A film of aluminium nitride on a mismatched substrate is squeezed or stretched, and its band gap moves. Such a film changes shape as well as size. The cells below show the effect of size almost alone: all edges of the wurtzite cell change by the same percentage and the atoms are carried along. The energies come from a semilocal density functional.

Wurtzite AlN in Ansatz 0.2.0: PBEsol, scalar-relativistic, without spin polarization, PAW with a 420 eV plane-wave cutoff, atoms held fixed in each cell. The k mesh is 12×12×6 for all nine cells. Both gaps are Kohn-Sham gaps taken on the k mesh, and the shortest distance is Al–N.

| volume (Å³/atom) | c/a | shortest distance (Å) | band gap (eV) | least direct gap (eV) |
| --- | --- | --- | --- | --- |
| 9.255 | 1.6005 | 1.816 | 4.930 | 5.201 |
| 9.520 | 1.6001 | 1.829 | 4.892 | 4.892 |
| 9.969 | 1.6001 | 1.857 | 4.474 | 4.474 |
| 10.431 | 1.6001 | 1.885 | 4.074 | 4.074 |
| 10.460 | 1.6005 | 1.891 | 4.095 | 4.095 |
| 10.908 | 1.6001 | 1.913 | 3.690 | 3.690 |
| 11.398 | 1.6001 | 1.942 | 3.323 | 3.323 |
| 11.767 | 1.6005 | 1.967 | 3.112 | 3.112 |
| 13.177 | 1.6005 | 2.043 | 2.234 | 2.234 |

### Which has the larger gap, the squeezed or the stretched crystal?

The squeezed one: from the smallest to the largest cell the gap falls from 4.930 to 2.234 eV. Imagine first the atoms pulled far apart. Al and N orbitals then hardly overlap, and little pushes bonding and antibonding states away from each other. Bringing the atoms together strengthens that push. In AlN the filled states at the top of the valence band are mainly N 2p, while the lowest empty state at Γ, the centre of the Brillouin zone, is an antibonding mixture of s orbitals. Compression raises this empty state relative to the filled ones. This orbital picture is standard theory; the table shows only its result.

### How much does the gap move for a given change of volume?

Near a volume of 10.460 Å³/atom, 1 % more volume costs about 0.09 eV. The simplest rule lets equal percentage changes of volume V have equal effects, so the gap is a straight line in ln V. Between 9.255 and 10.460 the direct gap, taken without a change of k point, falls by 9.04 eV per unit of ln V.

Carry this slope on to 11.767, a cell not used to obtain it. The step is ln(11.767/10.460) ≈ 0.1177, the change is −9.04 × 0.1177 ≈ −1.064 eV, and the predicted gap is 4.095 − 1.064 ≈ 3.03 eV. The table has 3.11 eV. The rule makes the gap fall too far because the slope weakens as the crystal expands, so a slope should be taken close to where it is used.

### Why does the cell at 10.460 have a larger gap than the smaller one at 10.431?

Their atoms sit differently inside nearly the same box. At 10.460 the forces on the atoms almost vanish; at 10.431 they are about 0.18 eV/Å. The cells at 9.255, 11.767 and 13.177 are scaled from the first arrangement, the others from the second. Compared at equal volume, the first has a gap larger by about 0.04 eV. Nearly all of this comes from the valence top. Measured from the mean electrostatic potential, it lies about 0.05 eV lower in the first arrangement, while the lowest empty state hardly moves. Theory leads one to expect this: in wurtzite the splitting of the N 2p states at the valence top depends on where the atoms sit along the c axis. Both cells were calculated on the same k mesh, so a change of mesh can't be the cause, and the gap at 10.431 lies smoothly between those of its neighbours in the same family.

In practice, relax the atoms inside the cell before comparing gaps at the level of a few hundredths of an eV.

### Why does the gap almost stop growing in the tightest cell?

From 9.520 to 9.255 the gap rises by only 0.038 eV, while the least direct gap rises by 0.309 eV. About 0.04 eV of the latter comes from the change of family, if that offset is the same here. The state at Γ is still climbing, but it is no longer the lowest empty state. That place has gone to a state at K, a corner of the Brillouin zone. The valence top stays at Γ, so the gap has become indirect, and light can't bridge it without help, usually from a lattice vibration. A still lower state between the mesh points is possible, which would make the calculated gap slightly smaller. At this cell's pressure, about 31 GPa, real AlN is expected to prefer the rock-salt structure, so this indirect gap belongs to a wurtzite crystal that may not survive there.

### How fast does the state at K move?

Measured from the valence top, it rises more slowly than the one at Γ, and the table sets a limit. At 10.460 the lowest empty state is at Γ, so the gap to K must be at least 4.095 eV. At 9.255 it is 4.930 eV. It has therefore risen by at most 0.835 eV, while the direct gap rose by 1.106 eV. The last step is stricter still. At 9.520 the lowest empty state is also at Γ, so from there to 9.255 the gap to K can have risen by at most 0.038 eV, against 0.309 eV for the direct gap. The change of family probably blurs both figures by a few hundredths of an eV, yet the gap to K rises far less, if it rises at all. Two empty states that respond differently to compression can change places, and then a single slope for "the gap" fails.

### Is pressure as good a ruler as volume?

No, because a stretched crystal is softer. Between 9.255 and 10.460 the direct gap changes by 35 meV per GPa; between 11.767 and 13.177 it changes by 83 meV per GPa. Per unit of ln V, the same two ranges differ by only about 14 %. The better route is to turn pressure into volume first, and volume into gap second. The pressures here are averages over directions, since equal strain along all edges leaves somewhat unequal stresses.

### Which digits can be trusted?

Not even the first, if the aim is the measured gap. That is roughly 6 eV, and the calculation gives about 4.1 eV near zero pressure. Semilocal functionals are known for this underestimate. Thermal and zero-point motion are missing too, but they would lower the calculated gap further. Changes with volume are more useful than absolute values, though with one functional the table can't test how accurate they are. The output that follows lists the differences and slopes used here. In it, "relaxed" names the family scaled from the relaxed cell at 10.460; the strained cells themselves were not relaxed.

Numerical output:

```
Families and gap type:
     row  relaxed family 1 or 0  shortest distance over cube root of volume  direct less smallest gap in eV  pressure in GPa
   9.255                      1                                      0.8649                           0.271            31.21
    9.52                      0                                       0.863                               0            22.71
   9.969                      0                                      0.8628                               0            10.62
  10.431                      0                                      0.8627                               0           0.5642
   10.46                      1                                      0.8647                               0          0.01912
  10.908                      0                                      0.8626                               0           -7.762
  11.398                      0                                      0.8629                               0            -14.6
  11.767                      1                                      0.8648                               0           -18.77
  13.177                      1                                       0.865                               0           -29.39
Largest less smallest band gap (eV): 2.696
Volume growth from smallest to largest cell (%): 42.38
Gap at 10.460 less gap at 10.431 (eV): 0.021
Shortest distance at 10.460 less that at 10.431 (Å): 0.006
Gap of the unrelaxed family interpolated to 10.460 (eV): 4.051
Relaxed less unrelaxed family at volume 10.460 (eV): 0.04435
Rise of the smallest gap from 9.520 to 9.255 (eV): 0.038
Rise of the least direct gap from 9.520 to 9.255 (eV): 0.309
The same rise less the family offset, if that is constant (eV): 0.2647
Rise of the least direct gap from 10.460 to 9.255 (eV): 1.106
Upper bound on the rise of the gap to K from 10.460 to 9.255 (eV): 0.835
Direct gap change per unit ln V, relaxed, 9.255 to 10.460 (eV): -9.036
Direct gap change per unit ln V, relaxed, 10.460 to 11.767 (eV): -8.349
Direct gap change per unit ln V, relaxed, 11.767 to 13.177 (eV): -7.758
Direct gap change for 1 % more volume near 10.460 (eV): -0.08693
Direct gap change per GPa, relaxed, 9.255 to 10.460 (meV): 35.46
Direct gap change per GPa, relaxed, 10.460 to 11.767 (meV): 52.3
Direct gap change per GPa, relaxed, 11.767 to 13.177 (meV): 82.74
Pressure drop per unit ln V, 9.255 to 10.460 (GPa): 254.8
Pressure drop per unit ln V, 11.767 to 13.177 (GPa): 93.76
Unrelaxed family, gap change per unit ln V, 9.520 to 9.969 (eV): -9.07
Unrelaxed family, gap change per unit ln V, 9.969 to 10.431 (eV): -8.83
Unrelaxed family, gap change per unit ln V, 10.431 to 10.908 (eV): -8.588
Unrelaxed family, gap change per unit ln V, 10.908 to 11.398 (eV): -8.352
Shortfall at 10.460 against a rough recalled measured gap of 6.0 eV (eV): 1.905
```
